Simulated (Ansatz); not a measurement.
# C: the cost of one run

Program: Ansatz 0.2.0. Level of theory: DFT PBE+D3(BJ), scalar-relativistic, plane waves, PAW. These are calculated values, not measurements.

7 further runs of the same task are left out: 3 for a broken database entry, 4 set aside as unsound or not needed.

### 1 Starting point

Symmetry: Cm, No. 8, monoclinic system. The conventional cell has a = 9.772 Å, b = 7.395 Å, c = 6.847 Å, α = 90.00°, β = 121.27°, γ = 90.00°. C (site symmetry m) is surrounded by 3 C at 1.42 Å. C (site symmetry 1) has 3 C at 1.42 Å as nearest neighbours. C (site symmetry m) is surrounded by 2 C at 1.42 Å. Only part of the 15 independent sites is listed.

Structure file:

```
CELL_PARAMETERS angstrom
-3.69757 -3.55799 3.34855
3.69757 -3.55799 3.34855
0.00000 1.42320 6.69710
ATOMIC_POSITIONS crystal
C 0.95831 0.62498 0.45823
C 0.87498 0.20831 0.70823
C 0.37498 0.70831 0.20823
C 0.62498 0.95831 0.45823
C 0.04165 0.04165 0.20823
C 0.29165 0.29165 0.45823
C 0.54165 0.54165 0.70823
C 0.79165 0.79165 0.95823
C 0.45831 0.12498 0.95823
C 0.20831 0.87498 0.70823
C 0.12498 0.45831 0.95823
C 0.87502 0.54169 0.04177
C 0.12502 0.79169 0.29177
C 0.04169 0.37502 0.54177
C 0.54169 0.87502 0.04177
C 0.79169 0.12502 0.29177
C 0.20835 0.20835 0.04177
C 0.45835 0.45835 0.29177
C 0.70835 0.70835 0.54177
C 0.95835 0.95835 0.79177
C 0.62502 0.29169 0.79177
C 0.37502 0.04169 0.54177
C 0.29169 0.62502 0.79177
```

It is built from the cell relaxed beforehand with the same method (8.81 Å³/atom).

### 2 Setting up the jump

The supercell lacks one C atom, at fractional position (0.708, 0.375, 0.208), and holds 23 atoms. Atom 11 (C), 2.47 Å away, is to jump into the empty site. The cell is fixed.

### 3 Relaxing around the vacancy

File input.yaml:

```yaml
crystal:
  lattice:
    - [-3.6975742624, -3.5579924929, 3.3485511676]
    - [3.6975742624, -3.5579924929, 3.3485511676]
    - [0.0, 1.4231969972, 6.6971023352]
  atoms:
    - { symbol: C, position: [0.9583132997, 0.6249799664, 0.4582331652] }
    - { symbol: C, position: [0.8749799664, 0.2083132997, 0.7082331652] }
    - { symbol: C, position: [0.3749799664, 0.7083132997, 0.2082331652] }
    - { symbol: C, position: [0.6249799664, 0.9583132997, 0.4582331652] }
    - { symbol: C, position: [0.041646633, 0.041646633, 0.2082331652] }
    - { symbol: C, position: [0.291646633, 0.291646633, 0.4582331652] }
    - { symbol: C, position: [0.541646633, 0.541646633, 0.7082331652] }
    - { symbol: C, position: [0.791646633, 0.791646633, 0.9582331652] }
    - { symbol: C, position: [0.4583132997, 0.1249799664, 0.9582331652] }
    - { symbol: C, position: [0.2083132997, 0.8749799664, 0.7082331652] }
    - { symbol: C, position: [0.1249799664, 0.4583132997, 0.9582331652] }
    - { symbol: C, position: [0.8750200336, 0.5416867003, 0.0417668348] }
    - { symbol: C, position: [0.1250200336, 0.7916867003, 0.2917668348] }
    - { symbol: C, position: [0.0416867003, 0.3750200336, 0.5417668348] }
    - { symbol: C, position: [0.5416867003, 0.8750200336, 0.0417668348] }
    - { symbol: C, position: [0.7916867003, 0.1250200336, 0.2917668348] }
    - { symbol: C, position: [0.208353367, 0.208353367, 0.0417668348] }
    - { symbol: C, position: [0.458353367, 0.458353367, 0.2917668348] }
    - { symbol: C, position: [0.708353367, 0.708353367, 0.5417668348] }
    - { symbol: C, position: [0.958353367, 0.958353367, 0.7917668348] }
    - { symbol: C, position: [0.6250200336, 0.2916867003, 0.7917668348] }
    - { symbol: C, position: [0.3750200336, 0.0416867003, 0.5417668348] }
    - { symbol: C, position: [0.2916867003, 0.6250200336, 0.7917668348] }
basis:
  ecutwfc: 420
kpoints:
  mp_grid: { grid: [4, 4, 4] }
hamiltonian:
  xc: pbe
  dispersion: d3bj
scf:
  occupations: { method: gaussian, width: 0.05 }
output:
  forces: true
  stress: true
  eigenvalues: true
  write_density: true
  write_potential: true
  elf: true
  volumetric_format: npy
relax:
  adjacent_minimum: "off"
  f_tol: 0.02
  max_steps: 50
```

Launch:

```console
ansatz run input.yaml --threads 4 --pin off --max-ram 9216MiB --backend cpu --events-out ev --progress --plain --runs-dir out
```

**Question.** How long does this run take on 4 threads of Intel Xeon 6975P-C (Granite Rapids), shared host, and how much memory does it need?

About 21 s, with a peak of 0.82 GiB.
